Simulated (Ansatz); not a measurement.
The following input was run with Ansatz 0.2.0.

```yaml
crystal:
  lattice:
    - [9.0, 0.0, 0.0]
    - [0.0, 9.3, 0.0]
    - [0.0, 0.0, 4.0930118123]
  atoms:
    - { symbol: Hf, position: [0.5, 0.5, 0.0], spin: 1.5 }
    - { symbol: "N", position: [0.5, 0.5, 0.465], spin: 0.5 }
basis:
  ecutwfc: 420
kpoints:
  mp_grid: { grid: [1, 1, 16] }
hamiltonian:
  xc: pbe
scf:
  occupations: { method: gaussian, width: 0.05 }
output:
  forces: true
  stress: true
  eigenvalues: true
  populations: true
  write_density: true
  write_potential: true
  elf: true
  volumetric_format: npy
magnetization:
  spin_polarized: true
relax:
  adjacent_minimum: "off"
  f_tol: 0.01
  max_steps: 45
  cell: { fix: [a, b, alpha, beta, gamma], stress_tol: 0.03 }
```

Launched with
```bash
ansatz run input.yaml --threads 2 --pin off --max-ram 5120MiB --backend cpu --events-out ev --progress --plain --runs-dir out
```

Computed with Ansatz, DFT PBE, scalar-relativistic, plane waves, PAW.

Part of what the program printed, abridged (iterations and final results):

```
SCF iter   1: F=—  HF=-16097.844548 eV  |F-HF|=—  |Δ(HF+E_count)|=         —  Δρ=2.54e-2 (↑1.81e-2 ↓2.54e-2) dr2=8.76e0  dr2_m=2.67e-1  M=1.000 μB ∫|m|=1.085 μB  β_m=0.30  ethr=3.10e-3  ⟨swp⟩=5.8  Hψ=1684  notcnv=0
Mixer restart at iter 1: flushing history
spin=Collinear: Resta preconditioning applied to the charge; magnetization (m = ρ↑ − ρ↓) channel mixes plain (no charge-response kernel on spin).
SCF iter   2: F=—  HF=-16100.802532 eV  |F-HF|=—  |Δ(HF+E_count)|=    2.96e0  Δρ=1.24e-2 (↑9.79e-3 ↓1.24e-2) dr2=2.30e0  dr2_m=1.27e-1  M=1.000 μB ∫|m|=1.086 μB  β_m=0.44  ethr=3.10e-3  ⟨swp⟩=3.0  Hψ=897  notcnv=0  defer=18
SCF iter   3: F=—  HF=-16102.511781 eV  |F-HF|=—  |Δ(HF+E_count)|=    1.71e0  Δρ=6.65e-3 (↑6.65e-3 ↓5.71e-3) dr2=2.71e-1  dr2_m=2.10e-2  M=1.000 μB ∫|m|=1.057 μB  β_m=0.67  ethr=3.10e-3  ⟨swp⟩=2.7  Hψ=827  notcnv=0  defer=18
SCF iter   4: F=—  HF=-16102.386937 eV  |F-HF|=—  |Δ(HF+E_count)|=         —  Δρ=4.38e-3 (↑4.38e-3 ↓4.07e-3) dr2=3.49e-1  dr2_m=2.23e-3  M=0.978 μB ∫|m|=1.016 μB  β_m=0.67  ethr=8.74e-4  ⟨swp⟩=2.3  Hψ=800  notcnv=0  defer=18
SCF iter   5: F=—  HF=-16102.514310 eV  |F-HF|=—  |Δ(HF+E_count)|=   1.27e-1  Δρ=1.97e-3 (↑1.97e-3 ↓1.43e-3) dr2=4.66e-2  dr2_m=3.74e-4  M=1.000 μB ∫|m|=1.051 μB  β_m=0.56  ethr=8.74e-4  ⟨swp⟩=2.6  Hψ=578  notcnv=0  defer=18
SCF iter   6: F=—  HF=-16102.537853 eV  |F-HF|=—  |Δ(HF+E_count)|=   2.35e-2  Δρ=5.02e-4 (↑5.02e-4 ↓3.08e-4) dr2=2.01e-3  dr2_m=6.88e-5  M=0.999 μB ∫|m|=1.047 μB  β_m=0.61  ethr=1.50e-4  ⟨swp⟩=2.3  Hψ=619  notcnv=0  defer=18
SCF iter   7: F=—  HF=-16102.539244 eV  |F-HF|=—  |Δ(HF+E_count)|=   1.39e-3  Δρ=1.54e-4 (↑1.54e-4 ↓9.60e-5) dr2=4.49e-5  dr2_m=2.49e-5  M=0.999 μB ∫|m|=1.047 μB  β_m=0.65  ethr=6.47e-6  ⟨swp⟩=2.0  Hψ=490  notcnv=0  defer=18
SCF iter   8: F=—  HF=-16102.539085 eV  |F-HF|=—  |Δ(HF+E_count)|=   1.60e-4  Δρ=4.06e-5 (↑4.06e-5 ↓3.36e-5) dr2=6.97e-6  dr2_m=2.98e-6  M=0.999 μB ∫|m|=1.048 μB  β_m=0.70  ethr=1.45e-7  ⟨swp⟩=2.0  Hψ=657  notcnv=0  defer=18
SCF iter   9: F=—  HF=-16102.539090 eV  |F-HF|=—  |Δ(HF+E_count)|=   4.85e-6  Δρ=1.85e-5 (↑1.08e-5 ↓1.85e-5) dr2=5.70e-7  dr2_m=5.40e-7  M=0.999 μB ∫|m|=1.049 μB  β_m=0.78  ethr=2.25e-8  ⟨swp⟩=2.1  Hψ=573  notcnv=0  defer=18
SCF iter  10: F=—  HF=-16102.539090 eV  |F-HF|=—  |Δ(HF+E_count)|=   7.00e-7  Δρ=4.85e-6 (↑4.73e-6 ↓4.85e-6) dr2=4.44e-8  dr2_m=6.05e-8  M=0.999 μB ∫|m|=1.049 μB  β_m=0.89  ethr=1.84e-9  ⟨swp⟩=2.0  Hψ=599  notcnv=0  defer=18
SCF iter  11: F=—  HF=-16102.539090 eV  |F-HF|=—  |Δ(HF+E_count)|=   7.46e-8  Δρ=1.35e-6 (↑1.35e-6 ↓6.59e-7) dr2=5.47e-9  dr2_m=2.35e-9  M=0.999 μB ∫|m|=1.049 μB  β_m=0.94  ethr=1.43e-10  ⟨swp⟩=2.6  Hψ=651  notcnv=0  defer=18
SCF iter  12: F=-16102.539090 eV  HF=-16102.539090 eV  |F-HF|=1.23e-9  |Δ(HF+E_count)|=   3.72e-9  Δρ=4.63e-7 (↑4.63e-7 ↓2.75e-7) dr2=1.84e-9  dr2_m=1.19e-10  M=0.999 μB ∫|m|=1.049 μB  ethr=1.76e-11  ⟨swp⟩=12.2  Hψ=2597  notcnv=0
SCF 1 converged in 12 iterations: F = -16102.539090 eV  dr2 = 1.84e-9
relax step   1: F+E_penalty+E_count = -16102.53909028 eV  Δ(F+E_penalty+E_count) = +0.000e0 eV  max|allowed force component| = 8.544e-1 eV/Å  Δτ_max = 0.0000 Å  P = -0.651 GPa  Ω = 342.585 Å³  fix = [a, b, alpha, beta, gamma]  reactions: a -0.024, b -0.017 GPa (12 SCF iters, dr2 threshold 1.00e-7 eV, accepted)
Crystal: 2 atoms, lattice volume = 332.539 Å³
Basis set: ecut = 420 eV, 6545 PW (Γ), exchange–correlation on 128×128×60 points (8 copies of the dense FFT grid, shifted against one another)
Initial density: handed on by an earlier stage of this run
Starting moments: Σ|m| = 2 μB on 2 of 2 sites; this step starts from the density that it was given
Initial wavefunctions: those handed on with the density
SCF iter   1: F=—  HF=-16102.625181 eV  |F-HF|=—  |Δ(HF+E_count)|=         —  Δρ=2.82e-3 (↑2.82e-3 ↓2.42e-3) dr2=5.21e-2  dr2_m=7.87e-3  M=0.897 μB ∫|m|=0.945 μB  β_m=0.30  ethr=1.62e-4  ⟨swp⟩=1.2  Hψ=2252  notcnv=0
spin=Collinear: Resta preconditioning applied to the charge; magnetization (m = ρ↑ − ρ↓) channel mixes plain (no charge-response kernel on spin).
SCF iter   2: F=—  HF=-16102.644146 eV  |F-HF|=—  |Δ(HF+E_count)|=   1.90e-2  Δρ=1.59e-3 (↑1.59e-3 ↓1.16e-3) dr2=6.42e-3  dr2_m=3.74e-3  M=0.915 μB ∫|m|=0.962 μB  β_m=0.37  ethr=1.62e-4  ⟨swp⟩=2.1  Hψ=586  notcnv=0
SCF iter   3: F=—  HF=-16102.646692 eV  |F-HF|=—  |Δ(HF+E_count)|=   2.55e-3  Δρ=8.67e-4 (↑8.67e-4 ↓6.38e-4) dr2=1.01e-3  dr2_m=1.34e-3  M=0.910 μB ∫|m|=0.956 μB  β_m=0.48  ethr=2.07e-5  ⟨swp⟩=2.2  Hψ=631  notcnv=0
SCF iter   4: F=—  HF=-16102.647916 eV  |F-HF|=—  |Δ(HF+E_count)|=   1.22e-3  Δρ=3.08e-4 (↑3.01e-4 ↓3.08e-4) dr2=8.59e-5  dr2_m=2.41e-4  M=0.903 μB ∫|m|=0.949 μB  β_m=0.52  ethr=3.26e-6  ⟨swp⟩=2.0  Hψ=693  notcnv=0
SCF iter   5: F=—  HF=-16102.648104 eV  |F-HF|=—  |Δ(HF+E_count)|=   1.89e-4  Δρ=1.68e-4 (↑1.68e-4 ↓1.43e-4) dr2=1.13e-5  dr2_m=6.90e-5  M=0.898 μB ∫|m|=0.944 μB  β_m=0.72  ethr=2.77e-7  ⟨swp⟩=2.0  Hψ=645  notcnv=0
SCF iter   6: F=—  HF=-16102.648125 eV  |F-HF|=—  |Δ(HF+E_count)|=   2.11e-5  Δρ=7.24e-5 (↑7.07e-5 ↓7.24e-5) dr2=1.94e-6  dr2_m=1.49e-5  M=0.893 μB ∫|m|=0.939 μB  β_m=0.86  ethr=3.63e-8  ⟨swp⟩=2.8  Hψ=708  notcnv=0
SCF iter   7: F=—  HF=-16102.648128 eV  |F-HF|=—  |Δ(HF+E_count)|=   2.93e-6  Δρ=2.16e-5 (↑2.16e-5 ↓1.76e-5) dr2=1.84e-6  dr2_m=7.82e-7  M=0.890 μB ∫|m|=0.937 μB  β_m=0.82  ethr=6.25e-9  ⟨swp⟩=3.0  Hψ=673  notcnv=0
SCF iter   8: F=—  HF=-16102.648128 eV  |F-HF|=—  |Δ(HF+E_count)|=   5.56e-7  Δρ=6.72e-6 (↑5.38e-6 ↓6.72e-6) dr2=3.03e-7  dr2_m=5.21e-8  M=0.890 μB ∫|m|=0.937 μB  β_m=0.85  ethr=5.94e-9  ⟨swp⟩=2.1  Hψ=642  notcnv=0
SCF iter   9: F=-16102.648128 eV  HF=-16102.648128 eV  |F-HF|=1.80e-9  |Δ(HF+E_count)|=   1.18e-8  Δρ=1.84e-6 (↑1.84e-6 ↓1.28e-6) dr2=7.75e-9  dr2_m=5.52e-9  M=0.890 μB ∫|m|=0.937 μB  β_m=0.93  ethr=6.45e-10  ⟨swp⟩=10.4  Hψ=2688  notcnv=0
SCF iter  10: F=-16102.648128 eV  HF=-16102.648128 eV  |F-HF|=1.13e-8  |Δ(HF+E_count)|=   8.75e-9  Δρ=1.04e-6 (↑6.57e-7 ↓1.04e-6) dr2=1.11e-8  dr2_m=2.72e-10  M=0.890 μB ∫|m|=0.937 μB  β_m=0.77  ethr=2.50e-11  ⟨swp⟩=5.5  Hψ=2227  notcnv=0
SCF iter  11: F=-16102.648128 eV  HF=-16102.648128 eV  |F-HF|=3.75e-9  |Δ(HF+E_count)|=   1.54e-9  Δρ=5.55e-7 (↑5.55e-7 ↓4.57e-7) dr2=4.29e-9  dr2_m=7.40e-11  M=0.890 μB ∫|m|=0.937 μB  ethr=2.50e-11  ⟨swp⟩=5.9  Hψ=2207  notcnv=0
SCF 2 converged in 11 iterations: F = -16102.648128 eV  dr2 = 4.29e-9
relax step   2: F+E_penalty+E_count = -16102.64812789 eV  Δ(F+E_penalty+E_count) = -1.090e-1 eV  max|allowed force component| = 9.472e-1 eV/Å  Δτ_max = 0.0247 Å  P = -0.024 GPa  Ω = 332.539 Å³  energy of the carried Pulay correction = +2.077e-3 eV  fix = [a, b, alpha, beta, gamma]  reactions: a -0.026, b -0.017 GPa (11 SCF iters, dr2 threshold 2.00e-7 eV, accepted)
Crystal: 2 atoms, lattice volume = 328.116 Å³
Basis set: ecut = 420 eV, 6437 PW (Γ), exchange–correlation on 128×128×60 points (8 copies of the dense FFT grid, shifted against one another)
SCF iter   1: F=—  HF=-16102.695758 eV  |F-HF|=—  |Δ(HF+E_count)|=         —  Δρ=3.50e-3 (↑3.50e-3 ↓2.99e-3) dr2=6.53e-2  dr2_m=1.04e-2  M=0.876 μB ∫|m|=0.914 μB  β_m=0.30  ethr=2.08e-4  ⟨swp⟩=1.3  Hψ=2261  notcnv=0
spin=Collinear: Resta preconditioning applied to the charge; magnetization (m = ρ↑ − ρ↓) channel mixes plain (no charge-response kernel on spin).
   ...
SCF iter   9: F=-16102.684705 eV  HF=-16102.684705 eV  |F-HF|=7.00e-10  |Δ(HF+E_count)|=   8.03e-9  Δρ=6.32e-7 (↑6.32e-7 ↓3.78e-7) dr2=1.07e-9  dr2_m=5.33e-10  M=0.935 μB ∫|m|=0.969 μB  β_m=0.88  ethr=3.16e-10  ⟨swp⟩=6.4  Hψ=2386  notcnv=0
SCF iter  10: F=-16102.684705 eV  HF=-16102.684705 eV  |F-HF|=5.82e-11  |Δ(HF+E_count)|=  2.02e-10  Δρ=1.88e-7 (↑1.88e-7 ↓1.13e-7) dr2=7.07e-11  dr2_m=5.94e-11  M=0.935 μB ∫|m|=0.969 μB  ethr=3.46e-12  ⟨swp⟩=5.2  Hψ=2192  notcnv=0
SCF 4 converged in 10 iterations: F = -16102.684705 eV  dr2 = 7.07e-11
relax step   4: F+E_penalty+E_count = -16102.68470508 eV  Δ(F+E_penalty+E_count) = -4.241e-3 eV  max|allowed force component| = 8.726e-2 eV/Å  Δτ_max = 0.0025 Å  P = -0.015 GPa  Ω = 330.403 Å³  energy of the carried Pulay correction = +2.526e-3 eV  fix = [a, b, alpha, beta, gamma]  reactions: a -0.025, b -0.016 GPa (10 SCF iters, dr2 threshold 2.00e-7 eV, accepted)
Crystal: 2 atoms, lattice volume = 330.349 Å³
SCF iter   1: F=—  HF=-16102.685621 eV  |F-HF|=—  |Δ(HF+E_count)|=         —  Δρ=5.23e-4 (↑4.69e-4 ↓5.23e-4) dr2=1.47e-3  dr2_m=2.11e-4  M=0.938 μB ∫|m|=0.973 μB  β_m=0.65  ethr=4.53e-6  ⟨swp⟩=1.9  Hψ=1799  notcnv=0
spin=Collinear: LDOS preconditioning applied to the charge; magnetization (m = ρ↑ − ρ↓) channel mixes plain (no charge-response kernel on spin).
SCF iter   2: F=—  HF=-16102.685238 eV  |F-HF|=—  |Δ(HF+E_count)|=   3.83e-4  Δρ=1.54e-4 (↑1.54e-4 ↓1.01e-4) dr2=2.09e-5  dr2_m=3.79e-5  M=0.939 μB ∫|m|=0.973 μB  β_m=0.50  ethr=4.53e-6  ⟨swp⟩=2.1  Hψ=675  notcnv=0
SCF iter   3: F=—  HF=-16102.685250 eV  |F-HF|=—  |Δ(HF+E_count)|=   1.21e-5  Δρ=7.41e-5 (↑7.41e-5 ↓6.11e-5) dr2=3.64e-6  dr2_m=1.10e-5  M=0.939 μB ∫|m|=0.974 μB  β_m=0.71  ethr=6.73e-8  ⟨swp⟩=2.0  Hψ=740  notcnv=0
SCF iter   4: F=—  HF=-16102.685265 eV  |F-HF|=—  |Δ(HF+E_count)|=   1.43e-5  Δρ=2.25e-5 (↑2.25e-5 ↓1.32e-5) dr2=2.62e-6  dr2_m=4.62e-7  M=0.939 μB ∫|m|=0.974 μB  β_m=0.63  ethr=1.17e-8  ⟨swp⟩=2.4  Hψ=725  notcnv=0
SCF iter   5: F=—  HF=-16102.685266 eV  |F-HF|=—  |Δ(HF+E_count)|=   1.57e-6  Δρ=9.60e-6 (↑9.60e-6 ↓6.93e-6) dr2=1.11e-7  dr2_m=1.71e-7  M=0.940 μB ∫|m|=0.974 μB  β_m=0.82  ethr=8.45e-9  ⟨swp⟩=2.4  Hψ=708  notcnv=0
SCF iter   6: F=-16102.685266 eV  HF=-16102.685266 eV  |F-HF|=1.26e-8  |Δ(HF+E_count)|=   2.63e-7  Δρ=4.44e-6 (↑4.44e-6 ↓2.58e-6) dr2=3.75e-8  dr2_m=2.90e-8  M=0.940 μB ∫|m|=0.974 μB  β_m=0.88  ethr=3.57e-10  ⟨swp⟩=7.4  Hψ=2750  notcnv=0
SCF iter   7: F=-16102.685266 eV  HF=-16102.685266 eV  |F-HF|=2.43e-8  |Δ(HF+E_count)|=   5.18e-8  Δρ=1.78e-6 (↑1.78e-6 ↓9.05e-7) dr2=2.17e-8  dr2_m=1.72e-9  M=0.940 μB ∫|m|=0.974 μB  β_m=0.78  ethr=1.21e-10  ⟨swp⟩=7.1  Hψ=2630  notcnv=0
SCF iter   8: F=-16102.685266 eV  HF=-16102.685266 eV  |F-HF|=7.39e-10  |Δ(HF+E_count)|=   1.30e-9  Δρ=9.01e-7 (↑9.01e-7 ↓2.95e-7) dr2=4.00e-9  dr2_m=6.48e-10  M=0.940 μB ∫|m|=0.974 μB  β_m=0.84  ethr=6.98e-11  ⟨swp⟩=6.3  Hψ=2454  notcnv=0
SCF iter   9: F=-16102.685266 eV  HF=-16102.685266 eV  |F-HF|=1.64e-10  |Δ(HF+E_count)|=   2.46e-9  Δρ=2.88e-7 (↑2.88e-7 ↓1.01e-7) dr2=5.25e-10  dr2_m=5.61e-11  M=0.940 μB ∫|m|=0.974 μB  ethr=1.29e-11  ⟨swp⟩=5.6  Hψ=2131  notcnv=0
SCF 5 converged in 9 iterations: F = -16102.685266 eV  dr2 = 5.25e-10
relax step   5: F+E_penalty+E_count = -16102.68526640 eV  Δ(F+E_penalty+E_count) = -5.613e-4 eV  max|allowed force component| = 2.414e-2 eV/Å  Δτ_max = 0.0051 Å  P = -0.013 GPa  Ω = 330.349 Å³  energy of the carried Pulay correction = +2.538e-3 eV  fix = [a, b, alpha, beta, gamma]  reactions: a -0.025, b -0.016 GPa (9 SCF iters, dr2 threshold 2.00e-7 eV, accepted)
Crystal: 2 atoms, lattice volume = 330.351 Å³
SCF iter   1: F=—  HF=-16102.685274 eV  |F-HF|=—  |Δ(HF+E_count)|=         —  Δρ=1.97e-4 (↑1.76e-4 ↓1.97e-4) dr2=2.13e-4  dr2_m=2.84e-5  M=0.940 μB ∫|m|=0.975 μB  β_m=0.65  ethr=6.56e-7  ⟨swp⟩=1.9  Hψ=1781  notcnv=0
spin=Collinear: LDOS preconditioning applied to the charge; magnetization (m = ρ↑ − ρ↓) channel mixes plain (no charge-response kernel on spin).
SCF iter   2: F=—  HF=-16102.685302 eV  |F-HF|=—  |Δ(HF+E_count)|=   2.87e-5  Δρ=5.48e-5 (↑5.48e-5 ↓3.73e-5) dr2=2.76e-6  dr2_m=4.75e-6  M=0.940 μB ∫|m|=0.975 μB  β_m=0.49  ethr=6.56e-7  ⟨swp⟩=2.1  Hψ=664  notcnv=0
SCF iter   3: F=—  HF=-16102.685308 eV  |F-HF|=—  |Δ(HF+E_count)|=   6.22e-6  Δρ=2.67e-5 (↑2.67e-5 ↓2.20e-5) dr2=5.17e-7  dr2_m=1.39e-6  M=0.941 μB ∫|m|=0.975 μB  β_m=0.71  ethr=8.90e-9  ⟨swp⟩=2.0  Hψ=708  notcnv=0
SCF iter   4: F=—  HF=-16102.685311 eV  |F-HF|=—  |Δ(HF+E_count)|=   2.50e-6  Δρ=5.87e-6 (↑5.87e-6 ↓4.67e-6) dr2=2.01e-7  dr2_m=3.56e-8  M=0.941 μB ∫|m|=0.975 μB  β_m=0.63  ethr=1.67e-9  ⟨swp⟩=2.2  Hψ=696  notcnv=0
SCF iter   5: F=—  HF=-16102.685311 eV  |F-HF|=—  |Δ(HF+E_count)|=   1.87e-7  Δρ=1.92e-6 (↑1.87e-6 ↓1.92e-6) dr2=6.41e-9  dr2_m=7.72e-9  M=0.941 μB ∫|m|=0.975 μB  β_m=0.71  ethr=6.49e-10  ⟨swp⟩=2.0  Hψ=623  notcnv=0
SCF iter   6: F=-16102.685311 eV  HF=-16102.685311 eV  |F-HF|=6.48e-9  |Δ(HF+E_count)|=   4.37e-8  Δρ=9.41e-7 (↑9.41e-7 ↓8.59e-7) dr2=1.70e-9  dr2_m=1.61e-9  M=0.941 μB ∫|m|=0.975 μB  β_m=0.71  ethr=2.07e-11  ⟨swp⟩=6.8  Hψ=2528  notcnv=0
SCF iter   7: F=-16102.685311 eV  HF=-16102.685311 eV  |F-HF|=6.15e-10  |Δ(HF+E_count)|=   1.11e-8  Δρ=5.22e-7 (↑5.22e-7 ↓2.08e-7) dr2=7.87e-10  dr2_m=2.95e-10  M=0.941 μB ∫|m|=0.975 μB  β_m=0.85  ethr=5.47e-12  ⟨swp⟩=5.6  Hψ=2327  notcnv=0
SCF iter   8: F=-16102.685311 eV  HF=-16102.685311 eV  |F-HF|=7.64e-11  |Δ(HF+E_count)|=   1.47e-9  Δρ=8.66e-8 (↑8.66e-8 ↓6.75e-8) dr2=2.27e-11  dr2_m=9.51e-12  M=0.941 μB ∫|m|=0.975 μB  ethr=2.54e-12  ⟨swp⟩=5.4  Hψ=2243  notcnv=0
SCF 6 converged in 8 iterations: F = -16102.685311 eV  dr2 = 2.27e-11
relax step   6: F+E_penalty+E_count = -16102.68531119 eV  Δ(F+E_penalty+E_count) = -4.480e-5 eV  max|allowed force component| = 1.997e-5 eV/Å  Δτ_max = 0.0019 Å  P = -0.013 GPa  Ω = 330.351 Å³  energy of the carried Pulay correction = +2.537e-3 eV  fix = [a, b, alpha, beta, gamma]  reactions: a -0.025, b -0.016 GPa (8 SCF iters, dr2 threshold 3.64e-8 eV, accepted)
Basis set: ecut = 420 eV, 6493 PW (Γ), exchange–correlation on 128×128×54 points (8 copies of the dense FFT grid, shifted against one another)
Initial wavefunctions: pseudopotential atomic-orbital guess (no wavefunctions were taken with the density)
SCF iter   1: F=—  HF=-16102.683308 eV  |F-HF|=—  |Δ(HF+E_count)|=         —  Δρ=7.31e-5 (↑7.31e-5 ↓3.60e-5) dr2=2.12e-5  dr2_m=4.08e-6  M=0.937 μB ∫|m|=0.971 μB  β_m=0.65  ethr=5.13e-8  ⟨swp⟩=3.7  Hψ=2866  notcnv=0
spin=Collinear: LDOS preconditioning applied to the charge; magnetization (m = ρ↑ − ρ↓) channel mixes plain (no charge-response kernel on spin).
SCF iter   2: F=—  HF=-16102.683404 eV  |F-HF|=—  |Δ(HF+E_count)|=   9.57e-5  Δρ=1.61e-5 (↑1.61e-5 ↓1.58e-5) dr2=1.96e-6  dr2_m=1.37e-8  M=0.939 μB ∫|m|=0.972 μB  β_m=0.49  ethr=5.13e-8  ⟨swp⟩=2.8  Hψ=653  notcnv=0
SCF iter   3: F=—  HF=-16102.683404 eV  |F-HF|=—  |Δ(HF+E_count)|=   2.12e-7  Δρ=1.32e-5 (↑8.03e-6 ↓1.32e-5) dr2=3.15e-7  dr2_m=2.25e-7  M=0.940 μB ∫|m|=0.973 μB  β_m=0.55  ethr=6.32e-9  ⟨swp⟩=2.7  Hψ=607  notcnv=0
SCF iter   4: F=—  HF=-16102.683405 eV  |F-HF|=—  |Δ(HF+E_count)|=   3.82e-7  Δρ=9.11e-6 (↑6.41e-6 ↓9.11e-6) dr2=4.92e-8  dr2_m=1.59e-7  M=0.940 μB ∫|m|=0.974 μB  β_m=0.77  ethr=1.02e-9  ⟨swp⟩=2.3  Hψ=622  notcnv=0
SCF iter   5: F=—  HF=-16102.683406 eV  |F-HF|=—  |Δ(HF+E_count)|=   1.15e-6  Δρ=3.29e-6 (↑3.29e-6 ↓1.75e-6) dr2=2.64e-8  dr2_m=1.66e-8  M=0.940 μB ∫|m|=0.974 μB  β_m=0.74  ethr=1.59e-10  ⟨swp⟩=3.0  Hψ=739  notcnv=0
SCF iter   6: F=—  HF=-16102.683406 eV  |F-HF|=—  |Δ(HF+E_count)|=   7.22e-8  Δρ=1.83e-6 (↑1.83e-6 ↓1.59e-6) dr2=5.63e-9  dr2_m=6.70e-9  M=0.940 μB ∫|m|=0.974 μB  β_m=0.68  ethr=8.50e-11  ⟨swp⟩=2.2  Hψ=556  notcnv=0
SCF iter   7: F=—  HF=-16102.683406 eV  |F-HF|=—  |Δ(HF+E_count)|=   1.52e-8  Δρ=4.41e-7 (↑4.41e-7 ↓4.40e-7) dr2=7.76e-10  dr2_m=2.98e-10  M=0.940 μB ∫|m|=0.974 μB  β_m=0.84  ethr=1.82e-11  ⟨swp⟩=2.6  Hψ=609  notcnv=0
SCF iter   8: F=—  HF=-16102.683406 eV  |F-HF|=—  |Δ(HF+E_count)|=  8.22e-10  Δρ=1.32e-7 (↑1.32e-7 ↓8.36e-8) dr2=5.87e-11  dr2_m=2.15e-11  M=0.940 μB ∫|m|=0.974 μB  β_m=0.92  ethr=2.50e-12  ⟨swp⟩=2.2  Hψ=628  notcnv=0
SCF iter   9: F=—  HF=-16102.683406 eV  |F-HF|=—  |Δ(HF+E_count)|=   1.56e-8  Δρ=4.13e-8 (↑3.18e-8 ↓4.13e-8) dr2=7.49e-12  dr2_m=8.08e-13  M=0.940 μB ∫|m|=0.974 μB  β_m=0.83  ethr=1.00e-12  ⟨swp⟩=2.2  Hψ=662  notcnv=0
SCF iter  10: F=—  HF=-16102.683406 eV  |F-HF|=—  |Δ(HF+E_count)|=         —  Δρ=2.55e-8 (↑2.55e-8 ↓2.02e-8) dr2=2.18e-12  dr2_m=8.27e-13  M=0.940 μB ∫|m|=0.974 μB  β_m=0.83  ethr=1.00e-12  ⟨swp⟩=1.6  Hψ=390  notcnv=0
Mixer restart at iter 10: flushing history
SCF iter  11: F=-16102.683406 eV  HF=-16102.683406 eV  |F-HF|=1.82e-12  |Δ(HF+E_count)|=  7.28e-12  Δρ=2.62e-8 (↑2.62e-8 ↓1.00e-8) dr2=3.93e-12  dr2_m=5.71e-13  M=0.940 μB ∫|m|=0.974 μB  ethr=1.00e-12  ⟨swp⟩=3.9  Hψ=1477  notcnv=0
SCF 7 converged in 11 iterations: F = -16102.683406 eV  dr2 = 3.93e-12
WARN: The output density's exchange-correlation potential varies sharply where the density is thin. Do not read a vacuum level from v_tot or v_xc, or from such a field of the output density. On a cell that repeats whose density bears no net charge and no dipole along the vacuum's axis use v_es (v_loc + v_h of the components); under efield.dipole_correction with no amplitude use v_es + v_field, which holds any external_charges[].barrier, or the levels of the report's work_function block, which leave it out; under a non-zero efield.amplitude the vacuum is tilted and has no level; on a cell that repeats and bears such a dipole with no correction it is tilted too, and efield.dipole_correction wi ...
SCF converged after 11 iterations
Magnetization: 0.9403 μB (15.9701 up, 15.0299 down)
Absolute magnetization: 0.9680 μB (∫|ρ↑−ρ↓|, with the PAW one-centre terms)
Spin contamination: 0.0018 ħ² per cell (⟨S²⟩ above its minimum at these occupations)
Per-site moments (μB) at R_I (Å): [(0.09404778, 0.81403606), (0.09625861, 0.81403606)]
Free energy (F): -16102.683406 eV
Harris-Foulkes:  -16102.683406 eV  (|F-HF|=1.82e-12)
Internal energy: -16102.680523 eV  (E = F + TS)
E sigma→0 (E₀):  -16102.681965 eV
Entropy (-TS):   -0.002883 eV (-1.441 meV/atom)
Fermi energy:    -2.164191 eV
--- Per-component energies (eV) ---
  E_band       = -601.710221
  E_kinetic    = 545.906550
  E_local      = -13589.626825  (includes V_loc(G=0)·N_el)
  E_nonlocal   = -1197.012349
  E_hartree    = 6286.124238
  E_xc         = -355.721535
  E_vxc        = -336.234899  (∫ρ·V_xc dr)
  E_paw        = -7054.846158  (= ΣΔE_a)
  E_vpaw       = 1403.008787  (= ΣTr[D̂ρ^β])
  E_aug_tail   = 0.000091  (compensation charges beyond the density's cutoff)
  E_ewald      = -737.504536
  E_smearing   = -0.002883  (= −TS)
--- Forces (eV/Å), atoms counted from 1 ---
  atom   1  Hf     0.00000000     0.00000000     0.00002276
  atom   2  N      0.00000000     0.00000000    -0.00002424
--- Stress (GPa, compression-positive) ---
       -0.032391       0.000000       0.000000
        0.000000      -0.024239       0.000000
        0.000000       0.000000      -0.017027
  P = ⅓ Tr σ = -0.0246 GPa (-0.246 kbar)
--- Band table (eV; the first three rows and the last of 18) ---
  k-point 0 ↑: bands = ["-65.1891", "-34.1378", "-34.1371", "-33.4016", "-15.5734", "-15.3568", "-15.3568", "-15.0391", "-15.0391", "-14.8709", "-14.8708", "-14.8683", "-3.4674", "-3.4657", "-3.0113", "-2.1662", "-1.4740", "-1.4580", "-0.2413", "-0.2405", "1.2492"]
  k-point 1 ↑: bands = ["-65.1891", "-34.1376", "-34.1368", "-33.4055", "-15.5380", "-15.3568", "-15.3568", "-15.0391", "-15.0391", "-14.8703", "-14.8701", "-14.8459", "-3.5629", "-3.5613", "-2.9953", "-2.3886", "-1.4644", "-1.4488", "-0.1270", "-0.1247", "1.3149"]
  k-point 2 ↑: bands = ["-65.1890", "-34.1369", "-34.1362", "-33.4167", "-15.4477", "-15.3568", "-15.3568", "-15.0392", "-15.0392", "-14.8684", "-14.8683", "-14.7662", "-3.8029", "-3.8016", "-3.0371", "-2.8970", "-1.4367", "-1.4224", "0.1567", "0.1638", "1.4822"]
  k-point 8 ↓: bands = ["-65.0741", "-33.9528", "-33.9519", "-33.3316", "-15.3353", "-15.3353", "-15.1068", "-15.0140", "-15.0140", "-14.7984", "-14.7982", "-13.0328", "-6.8271", "-4.9070", "-4.9060", "-1.5605", "-0.5535", "-0.5486", "2.4580", "2.4876", "2.6568"]
--- Relaxed structure (6 steps of the walk, 6 accepted, 1 SCFs on fresh bases) ---
  F+E_penalty+E_count = -16102.68340590 eV   max|allowed force component| = 2.350e-5 eV/Å   (the final SCF, on the basis selected at the relaxed cell)
  cell:  # Å, volume = 330.3512 Å³
    - [9.0, 0.0, 0.0]
    - [0.0, 9.3, 0.0]
    - [0.0, 0.0, 3.94684878]
  atoms:
    - { symbol: Hf, position: [0.5, 0.5, -0.01750045] }
    - { symbol: N, position: [0.5, 0.5, 0.48250045] }
--- Löwdin populations: 2 sites ---
  site symbol q [e]    m [muB]
     0     Hf     25.0145     0.8029
     1      N      5.8658     0.1278
  spilling = 0.003861 (of n_electrons = 31.000000)
```

The relaxation met its thresholds.

The run took 100 s on 2 threads of Intel(R) Xeon(R) Platinum 8259CL CPU @ 2.50GHz (Skylake/Cascade Lake), with other jobs on the host, peak memory 0.66 GiB.

Spin-orbit coupling is left out, which matters for the bands of heavy elements.